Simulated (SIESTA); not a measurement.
## As under changes of volume

One of the cells (22.434 Å³/atom); the others are scaled copies at fixed shape and fractional positions:

```
As
1.0
     1.82500   -5.50000    0.00000
     1.82500    5.50000    0.00000
     0.00000    0.00000    4.47000
As
4
Direct
  0.39000 0.61000 0.56000
  0.89000 0.11000 0.94000
  0.61000 0.39000 0.44000
  0.11000 0.89000 0.06000
```

This isn't the form of As at room conditions, which is rhombohedral.

| Property | Result |
| --- | --- |
| Program | SIESTA 5.4.2 |
| Functional | LDA |
| Potentials or basis | PseudoDojo 0.4 standard (LDA files) |
| Basis | DZP (energy shift 0.003 Ry; two zetas on semicore shells) |
| Grid cutoff | 500 Ry |
| Energy shift | 0.003 Ry |
| k mesh | 8 × 8 × 6 |
| Occupations | fermi-dirac, width 0.05 eV |
| Spin | no spin polarisation |

```csv
volume (Å³/atom),energy over the lowest point (meV/atom),pressure (GPa),largest force (eV/Å)
21.088,?,?,?
21.536,12.08,3.8,0.758
21.985,3.87,2.1,0.561
22.434,0.00,0.6,0.380
22.882,0.04,-0.7,0.214
23.331,3.60,-1.9,0.067
23.780,10.34,-2.9,0.095
```

Task: What does the run at 21.088 Å³/atom give?

Result: Energy over the lowest point 25.16 meV/atom; pressure 5.6 GPa; largest force 0.971 eV/Å.

Worked out: A Birch-Murnaghan fit of order 3 (a polynomial in V^(-2/3)) to the other rows has its minimum at 22.65 Å³/atom with B0 = V·E''(V) = 67 GPa and B' = 4.2 at fixed shape and positions, which overstates the stiffness. It gives 25.08 meV/atom at 21.088 Å³/atom, against the run's 25.16, and -dE/dV = 5.6 GPa, against 5.6.

Energies are extrapolated to zero smearing.

Caveats: the basis of atomic orbitals isn't converged, which shifts pressures, moduli and gaps.
